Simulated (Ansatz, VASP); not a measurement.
# Cross-check of NiTe2 (Melonite) between VASP and Ansatz, part 2 of 2

Aim: how closely do two programs agree when they are given the same cell, functional and k mesh?

VASP 6.6.1 and Ansatz 0.2.0.

So far. Step 2 (VASP: relaxation of cell and atoms, r2SCAN): The moments of VASP's start collapse, so its state is non-magnetic. The k-mesh is coarse for a metal. The bonds form layers, held to each other by dispersion, which r2SCAN holds only at short range, so the spacing between them may come out too wide.

The database entry behind the starting cell differs from later determinations by our own check (c about 0.7 % long), so it need not match the best structure at ambient conditions.

**3. Ansatz: relaxation of cell and atoms, r2SCAN**

Level of this step: Ansatz beside VASP: Kohn-Sham DFT, plane waves, r2SCAN (Ansatz).

Ansatz runs on its default PAW (the set named soft_2) files.

The same cell, functional, mesh and smearing now go to Ansatz, which takes its cutoff from its data sets.

The input, input.yaml:

```yaml
crystal:
  lattice:
    - [3.861, 0.0, 0.0]
    - [-1.9305, 3.343724084, 0.0]
    - [0.0, 0.0, 5.297]
  atoms:
    - { symbol: Ni, position: [0.0, 0.0, 0.0], spin: 1.0 }
    - { symbol: Te, position: [0.3333333333, 0.6666666667, 0.25] }
    - { symbol: Te, position: [0.6666666667, 0.3333333333, 0.75] }
hamiltonian:
  xc: r2scan
  pseudopotentials: { kind: paw }
magnetization:
  spin_polarized: true
kpoints:
  mp_grid: { grid: [7, 7, 4] }
scf:
  occupations: { method: fermi_dirac, width: 0.05 }
relax:
  f_tol: 0.01
  max_steps: 60
  cell: { stress_tol: 0.05 }
output:
  forces: true
  stress: true
```

Run with:

```
$ ansatz run input.yaml --threads 4 --pin off --max-ram 9216MiB --backend cpu --events-out ev --progress --plain --runs-dir out
```

Numbers of over 12 decimals in the logs are rounded to 6 here.

The log of the run:

```text
Engine: ansatz 0.2.0, aarch64-unknown-linux-gnu
Pseudopotentials: kind: paw
Pseudopotential: Ni, paw, valence charge 18, recommended cutoff 500 eV (meta_gga), Ni.paw.azcp
Pseudopotential: Te, paw, valence charge 16, recommended cutoff 500 eV (meta_gga), Te.paw.azcp
Functional definition: r2SCAN
  parameter k0 = 0.174
  parameter k1 = 0.065
  parameter a1 = 4.9479
  exchange = r2scan_x(k0 = k0, k1 = k1, a1 = a1)
  correlation = r2scan_c
Crystal: 3 atoms, lattice volume = 68.385 Å³
Basis set: ecut = 500 eV, 1693 PW (Γ), exchange–correlation on 120×120×160 points (64 copies of the dense FFT grid, shifted against one another)
Bands: 31, of which v1, the nominal top of the filled ones, is band 25 counted from 1 (24 counted from 0)
Symmetry: 12 space group operations
Space group: P-3m1 (ITA 164), of the structure as read, at distance tolerance 4.1e-5 Å
Magnetic group: BNS 164.85 (UNI 1315), of the structure as read, at distance tolerance 4.1e-5 Å
k-points: 28 of 196
Non-local potential: Ni, projectors of the file, l = 0: 3, l = 1: 2, l = 2: 3, l = 3: 1
Non-local potential: Te, projectors of the file, l = 0: 2, l = 1: 2, l = 2: 2, l = 3: 2
PAW form: soft (Blöchl's): semilocal exchange-correlation on the pseudo side does not see the compensation charge
PAW frozen core: Ni, regenerated for the run's functional (the file was generated under x = pbe(κ = 0.804, μ = 0.219515), c = pbe(β = 0.066725))
PAW frozen core: Te, regenerated for the run's functional (the file was generated under x = pbe(κ = 0.804, μ = 0.219515), c = pbe(β = 0.066725))
PAW one-centre angular grid: Ni, 590 points (default); XC on 160 Gauss nodes
PAW one-centre angular grid: Te, 590 points (default); XC on 160 Gauss nodes
Initial density: superposition of atomic densities (chi_scale 0.1, normalization cell)
Starting moments: Σ|m| = 1 μB on 1 of 3 sites
Initial wavefunctions: pseudopotential atomic-orbital guess
Functional: x = r2scan, c = r2scan; τ floored in thin density (d = 2e-4 eV/Å³)
SCF iter   1: F=—  HF=-19833.460539 eV  |F-HF|=—  |Δ(HF+E_count)|=         —  Δρ=4.27e-2 (↑1.30e-2 ↓4.27e-2)  dr2=2.16e0  dr2_τ=1.27e-2  dr2_m=2.11e-1  M=0.398 μB ∫|m|=0.804 μB  β_m=0.50  ethr=3.10e-3  ⟨swp⟩=6.8  Hψ=7323  notcnv=0
Mixer restart at iter 1: flushing history
preconditioner: auto → Kerker (q_TF=auto, 2.590 Å⁻¹)  [metal: Δε(μ)=0.020 eV  Ē_g=9.257 eV  σ=0.050 eV  W_gap=0.10  n_scr=22 (ndim 8)  ℏωp=21.1 eV  f_vac=0.004  D(μ)=1.35/eV (n_scr^D=8)]
spin=Collinear: Kerker preconditioning applied to the charge; magnetization (m = ρ↑ − ρ↓) channel mixes plain (no charge-response kernel on spin).
SCF iter   2: F=—  HF=-19834.615028 eV  |F-HF|=—  |Δ(HF+E_count)|=    1.15e0  Δρ=2.74e-2 (↑1.08e-2 ↓2.74e-2)  dr2=1.18e0  dr2_τ=2.22e-3  dr2_m=8.99e-2  M=0.354 μB ∫|m|=0.771 μB  β_m=0.30  ethr=3.10e-3  ⟨swp⟩=2.4  Hψ=2507  notcnv=0  defer=44  κ⁻¹=1.0e0(r=1)
SCF iter   3: F=—  HF=-19835.609120 eV  |F-HF|=—  |Δ(HF+E_count)|=   9.94e-1  Δρ=9.07e-3 (↑7.85e-3 ↓9.07e-3)  dr2=4.92e-1  dr2_τ=4.57e-4  dr2_m=7.55e-3  M=0.251 μB ∫|m|=0.652 μB  β_m=0.30  ethr=2.35e-3  ⟨swp⟩=3.1  Hψ=2696  notcnv=0  defer=44  κ⁻¹=7.0e-2(r=2)
SCF iter   4: F=—  HF=-19835.389270 eV  |F-HF|=—  |Δ(HF+E_count)|=   2.20e-1  Δρ=1.12e-2 (↑7.22e-3 ↓1.12e-2)  dr2=1.38e-1  dr2_τ=5.83e-4  dr2_m=2.72e-2  M=0.171 μB ∫|m|=0.555 μB  β_m=0.42  ethr=9.84e-4  ⟨swp⟩=3.0  Hψ=2865  notcnv=0  defer=38  κ⁻¹=1.5e-2(r=3)
SCF iter   5: F=—  HF=-19835.561378 eV  |F-HF|=—  |Δ(HF+E_count)|=         —  Δρ=8.27e-3 (↑8.27e-3 ↓3.01e-3)  dr2=2.53e-2  dr2_τ=4.48e-4  dr2_m=1.60e-2  M=0.133 μB ∫|m|=0.387 μB  β_m=1.00  ethr=2.77e-4  ⟨swp⟩=3.0  Hψ=3625  notcnv=0  defer=38
Mixer restart at iter 5: flushing history
SCF iter   6: F=—  HF=-19835.578562 eV  |F-HF|=—  |Δ(HF+E_count)|=   1.72e-2  Δρ=6.39e-3 (↑6.39e-3 ↓1.89e-3)  dr2=2.90e-2  dr2_τ=1.09e-4  dr2_m=4.13e-3  M=0.121 μB ∫|m|=0.322 μB  β_m=1.00  ethr=5.06e-5  ⟨swp⟩=2.0  Hψ=2660  notcnv=0  defer=37  κ⁻¹=1.0e0(r=1)
SCF iter   7: F=—  HF=-19835.595083 eV  |F-HF|=—  |Δ(HF+E_count)|=   1.65e-2  Δρ=4.12e-3 (↑4.12e-3 ↓1.52e-3)  dr2=1.63e-2  dr2_τ=7.62e-5  dr2_m=1.36e-3  M=0.106 μB ∫|m|=0.278 μB  β_m=1.00  ethr=5.06e-5  ⟨swp⟩=2.0  Hψ=2170  notcnv=0  defer=38  κ⁻¹=3.8e-1(r=2)
SCF iter   8: F=—  HF=-19835.620693 eV  |F-HF|=—  |Δ(HF+E_count)|=   2.56e-2  Δρ=1.41e-3 (↑1.41e-3 ↓6.97e-4)  dr2=3.43e-3  dr2_τ=4.95e-6  dr2_m=1.65e-4  M=0.076 μB ∫|m|=0.187 μB  β_m=1.00  ethr=3.25e-5  ⟨swp⟩=2.0  Hψ=3319  notcnv=0  defer=37  κ⁻¹=1.5e-2(r=3)
SCF iter   9: F=—  HF=-19835.625419 eV  |F-HF|=—  |Δ(HF+E_count)|=   4.73e-3  Δρ=1.42e-3 (↑6.99e-4 ↓1.42e-3)  dr2=9.73e-4  dr2_τ=4.42e-6  dr2_m=1.68e-4  M=0.058 μB ∫|m|=0.132 μB  β_m=0.97  ethr=6.87e-6  ⟨swp⟩=2.0  Hψ=3384  notcnv=0  defer=36  κ⁻¹=9.9e-3(r=4)
SCF iter  10: F=—  HF=-19835.627265 eV  |F-HF|=—  |Δ(HF+E_count)|=   1.85e-3  Δρ=1.12e-3 (↑6.23e-4 ↓1.12e-3)  dr2=1.01e-3  dr2_τ=2.28e-6  dr2_m=5.01e-5  M=0.051 μB ∫|m|=0.110 μB  β_m=1.00  ethr=1.95e-6  ⟨swp⟩=2.0  Hψ=3256  notcnv=0  defer=36  κ⁻¹=3.5e-3(r=5)
[...]
SCF iter  25: F=—  HF=-19835.630910 eV  |F-HF|=—  |Δ(HF+E_count)|=   8.77e-9  Δρ=7.09e-7 (↑7.09e-7 ↓4.85e-7)  dr2=1.33e-10  dr2_τ=3.23e-12  dr2_m=1.49e-10  M=0.000 μB ∫|m|=0.000 μB  β_m=1.00  ethr=9.20e-12  ⟨swp⟩=2.0  Hψ=5555  notcnv=0  κ⁻¹=1.8e-5(r=8)
SCF iter  26: F=-19835.630910 eV  HF=-19835.630910 eV  |F-HF|=2.21e-9  |Δ(HF+E_count)|=   3.21e-9  Δρ=4.66e-7 (↑4.66e-7 ↓2.30e-7)  dr2=1.79e-10  dr2_τ=1.58e-12  dr2_m=2.08e-11  M=0.000 μB ∫|m|=0.000 μB  ethr=1.00e-12  ⟨swp⟩=3.7  Hψ=4868  notcnv=0
WARN: the starting moments were not kept: the SCF closed with an absolute magnetisation of 2.1e-4 μB, where they sum to 1 μB in size (1 site). That is at most 0.1 of that sum. Measured as dr2_m measures the in/out step, that magnetisation stands 7.1e-8 eV from none, at or under the dr2_threshold of 1.0e-7 eV: it is no larger than a step whose dr2_m would equal this threshold. The system may hold no moment; this SCF s [...]
SCF 1 converged in 26 iterations: F = -19835.630910 eV  dr2 = 1.79e-10
  greatest PAW one-centre occupation: 1.001 electrons in one spin orbital (limit 2), on the Ni atom at site 0 (counted from 0), in its partial waves of l = 1
relax step   1: F+E_penalty+E_count = -19835.63091022 eV  Δ(F+E_penalty+E_count) = +0.000e0 eV  max|allowed force component| = 2.769e-1 eV/Å  Δτ_max = 0.0000 Å  P = -0.178 GPa  Ω = 68.385 Å³  (26 SCF iters, dr2 threshold 1.00e-7 eV, accepted)
[...]
relax step   2: F+E_penalty+E_count = -19835.52749185 eV  Δ(F+E_penalty+E_count) = +1.034e-1 eV  max|allowed force component| = 9.199e-1 eV/Å  Δτ_max = 0.1662 Å  P = +0.213 GPa  Ω = 73.527 Å³  energy of the carried Pulay correction = -1.750e-3 eV  (14 SCF iters, dr2 threshold 3.00e-7 eV, rejected (line search))
[...]
relax step   3: F+E_penalty+E_count = -19835.64159844 eV  Δ(F+E_penalty+E_count) = -1.069e-2 eV  max|allowed force component| = 2.438e-2 eV/Å  Δτ_max = 0.0432 Å  P = -0.382 GPa  Ω = 69.826 Å³  energy of the carried Pulay correction = -5.033e-4 eV  (22 SCF iters, accepted)
[...]
relax step   4: F+E_penalty+E_count = -19835.64218053 eV  Δ(F+E_penalty+E_count) = -5.821e-4 eV  max|allowed force component| = 1.857e-3 eV/Å  Δτ_max = 0.0016 Å  P = -0.126 GPa  Ω = 69.679 Å³  energy of the carried Pulay correction = -4.527e-4 eV  (10 SCF iters, dr2 threshold 3.00e-7 eV, accepted)
[...]
relax step   5: F+E_penalty+E_count = -19835.64234364 eV  Δ(F+E_penalty+E_count) = -1.631e-4 eV  max|allowed force component| = 2.564e-3 eV/Å  Δτ_max = 0.0007 Å  P = +0.016 GPa  Ω = 69.611 Å³  energy of the carried Pulay correction = -4.291e-4 eV  (10 SCF iters, dr2 threshold 1.02e-7 eV, accepted)
[...]
relax step   6: F+E_penalty+E_count = -19835.64279260 eV  Δ(F+E_penalty+E_count) = -4.490e-4 eV  max|allowed force component| = 2.502e-3 eV/Å  Δτ_max = 0.0000 Å  P = +0.023 GPa  Ω = 69.611 Å³  stress off target by 4.53e-2 GPa  SCF on the basis re-selected at this cell (its energy is not comparable with the rows above)  (14 SCF iters)
basis re-selected at this cell: Δ(F+E_penalty+E_count) = -4.490e-4 eV, ΔP = +0.006 GPa vs the last step (what re-selecting the basis moved, of the pressure what is left beyond the Pulay correction that the steps carried, after the strain that the cell walked since its last selection, with what the two solves' SCF thresholds leave and, on support functions, any second-order correction that the steps lacked; it is no m [...]
SCF converged after 14 iterations
Stability not checked: this state was not tested for a lower state beside it, because the mixer in use, unlike msr1, does not test its closes by its own steps (another_mixer; see scf.mixing.algorithm and scf.lower_state_search)
Magnetization: 0.0000 μB (25.0000 up, 25.0000 down)
Absolute magnetization: 0.0000 μB (∫|ρ↑−ρ↓|, with the PAW one-centre terms)
Spin contamination: 0.0000 ħ² per cell (⟨S²⟩ above its minimum at these occupations)
Per-site moments (μB) at R_I (Å): [(6.276384784396723e-7, 1.064655), (-5.084900254153289e-8, 1.064655), (-5.084900244102064e-8, 1.064655)]
Free energy (F): -19835.642793 eV
Harris-Foulkes:  -19835.642793 eV  (|F-HF|=1.46e-11)
Internal energy: -19835.634103 eV  (E = F + TS)
E sigma→0 (E₀):  -19835.638448 eV
Entropy (-TS):   -0.008690 eV (-2.897 meV/atom)
Fermi energy:    11.876746 eV
--- Per-component energies (eV) ---
  E_band       = -883.382942
  E_kinetic    = 644.785177
  E_local      = -7236.643630  (includes V_loc(G=0)·N_el)
  E_nonlocal   = 22.133328
  E_hartree    = 3676.701292
  E_xc         = -309.244131
  E_vxc        = -340.402095  (∫ρ·V_xc dr)
  E_paw        = -11020.129771  (= ΣΔE_a)
  E_vpaw       = -1348.848203  (= ΣTr[D̂ρ^β])
  E_aug_tail   = 0.000176  (compensation charges beyond the density's cutoff)
  E_vtau       = 22.189257  (kinetic-family band-sum trace: ∫τ·v_τ [+ j·A + Jᵃ·Aᵃ] dr)
  E_ewald      = -5613.506188
  E_core_change = 0.269642  (= ΣΔE_core)
  E_smearing   = -0.008690  (= −TS)
  E_closure    = 0.000000  (closes the sum)
  Σ components = -19835.642793   (vs F -19835.642793, Δ=0.00e0)
--- Forces (eV/Å), atoms counted from 1 ---
  atom   1  Ni    -0.00000000     0.00000000     0.00000000
  atom   2  Te     0.00000000    -0.00000000     0.00250179
  atom   3  Te    -0.00000000     0.00000000    -0.00250179
  max |Σ_I F_I| component: 5.78e-19 eV/Å
--- Stress (GPa, compression-positive) ---
        0.011446      -0.000000      -0.000000
       -0.000000       0.011446      -0.000000
       -0.000000       0.000000       0.045300
  P = ⅓ Tr σ = 0.0227 GPa (0.227 kbar)
--- Relaxed structure (5 steps of the walk, 4 accepted, 1 SCFs on fresh bases) ---
  F+E_penalty+E_count = -19835.64279260 eV   max|allowed force component| = 2.502e-3 eV/Å   (the final SCF, on the basis selected at the relaxed cell)
  cell:  # Å, volume = 69.6114 Å³
    - [3.858829, 0, 9.166526565730712e-18]
    - [-1.929414, 3.341844, -4.583263282865355e-18]
    - [1.2575781201440213e-17, 0, 5.398076]
  atoms:
    - { symbol: Ni, position: [0, 0, 0] }
    - { symbol: Te, position: [0.333333, 0.666667, 0.241392] }
    - { symbol: Te, position: [0.666667, 0.333333, 0.758608] }
```

Wall time 47 s (4 threads of Arm Neoverse V1, shared host); peak memory 0.58 GiB.

**4. Comparison**

Known differences besides the potentials themselves: VASP keeps PBE cores, Ansatz makes them for the functional; both relaxations stop at a tolerance, which leaves soft axes loose, and VASP keeps its plane-wave basis; the data sets hold 50 valence electrons in Ansatz (default PAW (the set named soft_2) files) and 22 in VASP; the cutoff is 500 eV in Ansatz and 520 eV in VASP; Ansatz adds a Pulay correction to the stress that steers its cell, VASP none. Total energies have different zeros and are not compared.

Both answers:

| quantity | Ansatz | VASP | difference |
| --- | --- | --- | --- |
| volume (Å³) | 69.61 | 69.41 | +0.29 % |
| edge a after relaxation, in the typed setting (Å) | 3.859 | 3.855 | +0.09 % |
| edge c after relaxation, in the typed setting (Å) | 5.398 | 5.392 | +0.11 % |

The walks stopped with 0.02 GPa left in Ansatz and 0.04 GPa in VASP; each walk ends within a tolerance, so the volume difference is uncertain by about these residues over the bulk modulus, most in soft cells.

**5. VASP: relaxation of cell and atoms, r2SCAN with rVV10**

The relaxed volume is the usual yardstick between codes: its relative difference is about their pressure difference at one cell divided by the bulk modulus.

The input, INCAR:

```
SYSTEM = NiTe2
PREC = Accurate
ENCUT = 520
EDIFF = 1E-06
NELM = 100
ISMEAR = -1
SIGMA = 0.05
LREAL = .FALSE.
ALGO = Normal
METAGGA = R2SCAN
LUSE_VDW = .TRUE.
IVDW_NL = 2
BPARAM = 11.95
CPARAM = 0.0093
LASPH = .TRUE.
NBANDS = 18
ISPIN = 2
MAGMOM = 1 0 0
LMAXMIX = 4
LORBIT = 11
LWAVE = .FALSE.
LCHARG = .FALSE.
KPAR = 4
IBRION = 2
NSW = 60
ISIF = 3
EDIFFG = -0.01
```

The input, POSCAR:

```
NiTe2
1.0
    3.8610000000      0.0000000000      0.0000000000
   -1.9305000000      3.3437240840      0.0000000000
    0.0000000000      0.0000000000      5.2970000000
Ni Te
1 2
Direct
    0.0000000000      0.0000000000      0.0000000000
    0.3333333333      0.6666666667      0.2500000000
    0.6666666667      0.3333333333      0.7500000000
```

The input, KPOINTS:

```
Automatic mesh
0
Gamma
7 7 4
0 0 0
```

Potentials, in the order of the species: Ni and Te (PBE family, release 64).

Run with:

```
$ mpirun -np 4 vasp_std
```

The log of the run:

```text
[banner, memory and clock lines left out]
running    4 mpi-ranks, on    1 nodes
[...]
|                                                                             |
|               ----> ADVICE to this user running VASP <----                  |
|                                                                             |
|     You have switched on vdW-DFT.                                           |
|     This routine was written and supplied by Jiri Klimes. We recommend      |
|     that you carefully read and cite the following publications:            |
|       J. Klimes, D.R. Bowler, A. Michelides                                 |
|          J. Phys.: Cond Matt. 22 022201 (2010)                              |
|       J. Klimes, D.R. Bowler, A. Michelides                                 |
|          Phys. Rev. B. 83, 195131 (2011)                                    |
|     and references therein.                                                 |
|                                                                             |

[...]
DAV:   6    -0.629659536836E+02   -0.10685E-06   -0.11179E-05  2152   0.229E-02    0.508E-03
Total rVV10 correction in eV:      0.5346859    29.8114334
Total rVV10 correction in eV:      0.5346859    29.8114334
Total rVV10 correction in eV:      0.5346859    29.8114334
Total rVV10 correction in eV:      0.5346859    29.8114334
DAV:   7    -0.629659538397E+02   -0.15604E-06   -0.37877E-07  1052   0.530E-03
Total rVV10 correction in eV:      0.5346871    29.8114334
Total rVV10 correction in eV:      0.5346871    29.8114334
Total rVV10 correction in eV:      0.5346871    29.8114334
Total rVV10 correction in eV:      0.5346871    29.8114334
Total rVV10 correction in eV:      0.5346862    29.8114334
Total rVV10 correction in eV:      0.5346862    29.8114334
Total rVV10 correction in eV:      0.5346862    29.8114334
Total rVV10 correction in eV:      0.5346862    29.8114334
   7 F= -.62965954E+02 E0= -.62961241E+02  d E =-.144705E-03  mag=    -0.0000
[... from here on, the cycles between the ionic steps are left out ...]
   8 F= -.62965954E+02 E0= -.62961239E+02  d E =-.144561E-03  mag=     0.0000
   9 F= -.62966088E+02 E0= -.62961369E+02  d E =-.134200E-03  mag=    -0.0000
  10 F= -.62966137E+02 E0= -.62961419E+02  d E =-.183058E-03  mag=     0.0000
[...]
reached required accuracy - stopping structural energy minimisation
```

OUTCAR, selected parts (step 5):

```text
  Total        0.0126492      0.0126492      0.0111415      0.0000000      0.0000000      0.0000000
  in kB        0.2980115      0.2980115      0.2624906      0.0000000      0.0000000      0.0000000
  external PRESSURE =       0.2861712 kB  Pullay stress =       0.0000000 kB

 POSITION                                       TOTAL-FORCE (eV/Angst)
 -----------------------------------------------------------------------------------
      0.00000      0.00000      0.00000        -0.000000      0.000000      0.000000
     -0.00000      2.22174      1.30506         0.000000     -0.000000     -0.003579
      1.92408      1.11087      3.99772        -0.000000      0.000000      0.003579
 -----------------------------------------------------------------------------------
    total drift:                                0.000000      0.000000      0.000000

  FREE ENERGIE OF THE ION-ELECTRON SYSTEM (eV)
  ---------------------------------------------------
  free  energy   TOTEN  =       -62.9661367534 eV

  energy  without entropy=      -62.9567014649  energy(sigma->0) =      -62.96141911

 magnetization (x)
# of ion       s       p       d       tot
------------------------------------------
    1        0.000   0.000   0.000   0.000
    2       -0.000  -0.000   0.000  -0.000
    3       -0.000  -0.000   0.000  -0.000
--------------------------------------------------
tot          0.000   0.000   0.000   0.000

[... 2 parts as in an earlier step ...]

[... 2 further parts left out ...]
[key lines of the parts left out:]
E-fermi :   8.0329
```

**6. Ansatz: relaxation of cell and atoms, r2SCAN with rVV10**

The same cell, functional, mesh and smearing now go to Ansatz, which takes its cutoff from its data sets.

input.yaml, as its differences from that of step 3:

```diff
@@ -12,2 +12,3 @@
   pseudopotentials: { kind: paw }
+  dispersion: rvv10
 magnetization:
@@ -25 +26,5 @@
   stress: true
+  write_density: true
+  write_potential: true
+  elf: true
+  volumetric_format: npy
```

Run with:

```
$ ansatz run input.yaml --threads 4 --pin off --max-ram 9216MiB --backend cpu --events-out ev --progress --plain --runs-dir out
```

The log of the run:

```text
[...]
Crystal: 3 atoms, lattice volume = 68.385 Å³
Basis set: ecut = 500 eV, 1693 PW (Γ), exchange–correlation on 128×128×180 points (64 copies of the dense FFT grid, shifted against one another)
Bands: 31, of which v1, the nominal top of the filled ones, is band 25 counted from 1 (24 counted from 0)
Symmetry: 12 space group operations
[...]
--- Relaxed structure (5 steps of the walk, 4 accepted, 1 SCFs on fresh bases) ---
[...]
cell:  # Å, volume = 67.8580 Å³
    - [3.845065, 0, -1.7769406874341554e-18]
    - [-1.922533, 3.329924, 8.884703437170773e-19]
    - [-2.437828236559233e-18, 0, 5.299845]
  atoms:
    - { symbol: Ni, position: [0, 0, 0] }
    - { symbol: Te, position: [0.333333, 0.666667, 0.245712] }
    - { symbol: Te, position: [0.666667, 0.333333, 0.754288] }
[key lines of the parts left out:]
SCF converged after 13 iterations
Magnetization: -0.0000 μB (25.0000 up, 25.0000 down)
Free energy (F): -19830.712481 eV
Fermi energy:    12.283222 eV
P = ⅓ Tr σ = 0.0064 GPa (0.064 kbar)
```

Wall time 58 s (4 threads); peak memory 0.65 GiB; 3.7 min of CPU time.

**7. Comparison**

Compared:

| quantity | Ansatz | VASP | difference |
| --- | --- | --- | --- |
| volume (Å³) | 67.86 | 68.00 | -0.22 % |
| edge a after relaxation, in the typed setting (Å) | 3.845 | 3.848 | -0.08 % |
| edge c after relaxation, in the typed setting (Å) | 5.300 | 5.303 | -0.06 % |

The walks stopped with 0.01 GPa left in Ansatz and 0.03 GPa in VASP; each walk ends within a tolerance, so the volume difference is uncertain by about these residues over the bulk modulus, most in soft cells.

**8. Summary of results**

| Quantity | Value |
| --- | --- |
| difference in volume (relaxation of cell and atoms, r2SCAN) | 0.29 % |
| difference in volume (relaxation of cell and atoms, r2SCAN with rVV10) | -0.22 % |

What this shows: The difference in volume is 0.29 % (relaxation of cell and atoms, r2SCAN), within the 1.2 % picked in this series as the mark of a large difference, as far as the stopping tolerances let one tell. How closely two codes agree says nothing of how well the functional describes the real material.

[Lines on the potential files, build, host, timing and source positions are cut from VASP's logs without a mark.]

[Logs are printed without paths, hosts, clocks, repeated set-up lines and the standing remarks that a program may print on its own settings, such as how far it seeks lower states.]

[Hosts, paths, dates, database ids (printed as entryN), source tags and the programs' standing remarks are cut or masked in the printed files.]
